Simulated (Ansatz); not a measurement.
# AlRu under changes of volume

One of the cells (13.387 Å³/atom); the others are scaled copies at fixed shape and fractional positions:

```
CELL_PARAMETERS angstrom
2.99160 0.00000 0.00000
0.00000 2.99160 0.00000
0.00000 0.00000 2.99160
ATOMIC_POSITIONS crystal
Ru 0.50000 0.50000 0.50000
Al 0.00000 0.00000 0.00000
```

```yaml
Program: Ansatz 0.2.0
Functional: HSE06
Potentials_or_basis: Ansatz PAW
Cutoff: "420 eV (not typed: the program's choice for these potentials)"
k_mesh: 6 × 6 × 6
Occupations: fermi-dirac, width 0.05 eV
Spin: no spin polarisation
```

```tsv
volume (Å³/atom)	energy over the lowest point (meV/atom)	pressure (GPa)
12.584	16.42	10.2
12.851	3.95	4.8
13.119	0.00	0.0
13.387	3.65	-4.3
13.655	14.13	-8.2
13.922	30.78	-11.7
14.190	?	?
```

What does the run at 14.190 Å³/atom give?

Energy over the lowest point 52.94 meV/atom; pressure -14.8 GPa.

Worked out: A Birch-Murnaghan fit of order 3 (a polynomial in V^(-2/3)) to the other rows has its minimum at 13.12 Å³/atom with B0 = V·E''(V) = 223 GPa and B' = 4.3. It gives 52.99 meV/atom at 14.190 Å³/atom, against the run's 52.94, and -dE/dV = -14.8 GPa, against -14.8.

Energies are extrapolated to zero smearing.

Caveats: the PAW data sets come from PBE, with cores solved anew for the run's functional, which leaves a small shift of forces and pressure; the thresholds are loose for stress.
